**Q:** These are eight calculations of one tantalum crystal, with the same atom, cell and mesh. Only the smearing width changes. Why does a numerical setting move the energy so much?

SIRIUS 7.10.0 plane-wave LDA calculations of bcc tantalum (one-atom cell, 18.01 Å³), without spin polarisation or spin-orbit coupling, using dojo-sr-lda-0.4.1-standard pseudopotentials, an 806.682 eV wavefunction cutoff and an 11×11×11 k mesh. The sweep value is the Fermi-Dirac smearing width in eV; energies are free energies counted from the 0.01 eV row.

```csv
sweep value,energy less tightest (meV/atom),pressure (GPa),scf iterations
0.4,-299.71,-7.550,12
0.3,-174.88,-8.671,12
0.2,-78.40,-9.599,13
0.136,-34.16,-10.082,13
0.1,-16.49,-10.323,13
0.05,-2.33,-10.648,12
0.025,-0.23,-10.777,13
0.01,0.00,-10.798,13
```

**A:** Because with Fermi-Dirac smearing the width is a temperature. A width $\sigma$ fills the electron levels as they would be filled at $k_BT=\sigma$, so 0.4 eV means electrons at roughly 4600 K in a lattice that stays still. The column "energy less tightest" is the free energy $F=U-TS$, counted from the narrowest width. Here $U$ is the internal energy and $S$ the entropy of the electrons.

**Q:** Hot electrons should have more energy, yet this column goes down.

**A:** Their internal energy does go up. At 0.4 eV it lies 252 meV above that of the narrowest width, but the entropy term $TS$ has grown by 552 meV, and the difference is the fall of 300 meV in the table. The drop is therefore no sign of stronger bonding.

The split uses a second energy from the same runs, which I read as $F+TS/2$. Thermodynamics allows a test of that reading, since the entropy must equal the downward slope of $F$ against $\sigma$. The two agree to within 0.01 $k_B$ per atom between all neighbouring rows, as the printed analysis below shows.

**Q:** Is there a simple rule for how fast the energy falls?

**A:** Take first the limit of a very dense mesh and a narrow width. Only electrons within about $\sigma$ of the Fermi level can be excited. Their number is about $D\sigma$, where $D$ is the number of states per eV at that level, and each gains about $\sigma$. The internal energy thus rises as $D\sigma^2$, and the exact sum over the Fermi function gives

$$\Delta U=\frac{\pi^2}{6}D\sigma^2,\qquad TS=\frac{\pi^2}{3}D\sigma^2,\qquad \Delta F=-\frac{\pi^2}{6}D\sigma^2 .$$

Halving the width should then cut the shift to a quarter. From 0.4 to 0.2 eV the shift shrinks by a factor of 3.8, and from 0.2 to 0.1 eV by 4.8, so the rule holds roughly there.

**Q:** And below 0.1 eV?

**A:** There it fails. From 0.05 to 0.025 eV the shift shrinks tenfold, where the square law allows a factor of 4.6 once the finite width of the reference row is counted. The opposite limit suggests why: a finite mesh has separate levels, not a continuous band. When the width is smaller than the gaps between them, further narrowing hardly changes the occupations, and the energy settles early.

The spacing can be estimated. Cubic symmetry leaves 56 distinct points of an 11×11×11 mesh, if the mesh contains the zone centre. The entropy at 0.136 eV corresponds to $D=1.275$ states per eV and atom, and each level holds two electrons, so the mean spacing is

$$\frac{2}{56\times1.275}\ \text{eV}\approx0.028\ \text{eV}.$$

The thermal window is about $3.5\,\sigma$ wide. It covers some 50 levels at a width of 0.4 eV, but only about three at 0.025 eV. The estimate treats all points alike, although they carry different weights, so it gives the scale and not a sharp threshold.

**Q:** Could tantalum simply have few states right at the Fermi level?

**A:** A narrow dip in the real density of states would look the same in this table. A denser mesh at a width of 0.025 eV would decide. If the mesh is to blame, the value of $D$ deduced from the entropy should recover from 0.35 to somewhere near 1.2 states per eV; with a real dip it would stay low.

**Q:** I have seen 0.3 eV listed as good to 10 meV per atom. The table has it wrong by 175 meV.

**A:** The two statements refer to different energies. In the simple rule, adding half of $TS$ to $F$ cancels the $\sigma^2$ term exactly, which gives an estimate of the energy at zero width. At 0.3 eV this corrected energy lies only 8 meV below that of the narrowest width.

What remains after the correction shows how the entropy departs from the rule. With $S$ in units of $k_B$, so that $TS=\sigma S$, and with $dF/d\sigma=-S$,

$$\frac{d}{d\sigma}\left(F+\frac{\sigma S}{2}\right)=\frac12\left(\sigma\frac{dS}{d\sigma}-S\right).$$

The corrected energy rises while the entropy grows faster than the width, and falls once it grows more slowly. At small widths each widening brings more levels into play, so it climbs, to 4.4 meV at 0.136 eV. Beyond that it falls, and reaches −24 meV at 0.4 eV. A likely reason is the shape of the band: tantalum's Fermi level lies among dense d states, with a valley above them, and a wide window averages over both.

**Q:** Why does the pressure rise when the electrons are hot?

**A:** Expansion makes their excitation cheaper. In a larger cell the d orbitals overlap less, the band narrows, and an electron needs less energy to reach a higher level. Hot electrons therefore push outwards. The total stays negative because this LDA calculation would prefer a smaller cell.

The limit of a pure d band gives the size. Its level energies, measured from the band centre, scale with volume roughly as $V^{-5/3}$. The pressure is the volume derivative at fixed occupations, so $V\Delta P=\tfrac53\Delta U$. Counted from the narrowest row, the calculated ratio $V\Delta P/\Delta U$ is 1.4 to 1.6 for widths of 0.2 eV and more. Counted between neighbouring rows from 0.1 eV upward, it stays near 1.4, somewhat below the pure d-band value.

**Q:** Does that hold at small widths as well?

**A:** No. Counted from the narrowest row, the ratio climbs to 3.4 at 0.05 eV and 6.4 at 0.025 eV, so the d-band picture gives only half and then a quarter of the pressure change. My guess is that a few mesh levels now carry the whole effect. Moving electrons between close levels costs little energy, but those levels may respond quite differently to a change of volume. At 0.05 eV the free energy is only 2.3 meV below that of the narrowest width, while the pressure is still 0.15 GPa away.

**Q:** So which width should I use?

**A:** That depends on the quantity. For energies at zero electronic temperature, use the corrected value: it stays within 5 meV of the narrowest row at every width up to 0.2 eV. The pressure here belongs to the uncorrected free energy, and on this mesh it needs 0.025 eV to come within 0.1 GPa of the narrowest row. On this fixed mesh a wide smearing saves no effort, as each run took 12 or 13 iterations. Its usual benefit is that a coarser mesh can suffice, which these runs do not test.

Do not take the narrowest width for the exact answer. It is the reference of the table, but it is also the row in which the mesh is coarsest compared with the thermal window. Part of the difference between a wider row and this one may therefore be the mesh error of the narrowest row itself. Narrow the smearing and refine the mesh together.

Numerical output:

```
Entropy balance relative to the narrowest width:
    row  TS in meV  internal energy in meV  F plus half TS in meV  entropy from slope of F in k  mean entropy of the two rows in k
    0.4      552.2                   252.5                 -23.61                           n/a                                n/a
    0.3      333.7                   158.8                 -8.028                         1.248                              1.246
    0.2      161.3                   82.87                  2.236                        0.9648                             0.9594
  0.136      77.16                      43                  4.418                        0.6913                             0.6868
    0.1      40.84                   24.35                  3.932                        0.4908                             0.4879
   0.05      7.351                   5.021                  1.345                        0.2832                             0.2777
  0.025     0.5991                  0.3691                0.06953                         0.084                            0.08549
   0.01          0                       0                      0                       0.01533                            0.01198
Level density and pressure relative to the narrowest width:
    row  effective states per eV and atom  levels in thermal window  pressure rise in GPa  V dP over dU
    0.4                              1.05                      50.4                 3.248         1.446
    0.3                             1.128                      37.8                 2.127         1.505
    0.2                             1.229                      25.2                 1.199         1.626
  0.136                             1.275                     17.14                 0.716         1.872
    0.1                             1.254                      12.6                 0.475         2.192
   0.05                             0.931                       6.3                  0.15         3.358
  0.025                            0.3468                      3.15                 0.021         6.396
   0.01                                 0                      1.26                     0             0
Energy shift at 0.4 eV over that at 0.2 eV: 3.823
Energy shift at 0.2 eV over that at 0.1 eV: 4.754
Energy shift at 0.1 eV over that at 0.05 eV: 7.077
Energy shift at 0.05 eV over that at 0.025 eV: 10.13
Last ratio expected from a pure square law with the same reference: 4.571
Estimated mean spacing of distinct mesh levels in eV: 0.02801
Fewest iterations: 12
Most iterations: 13
```
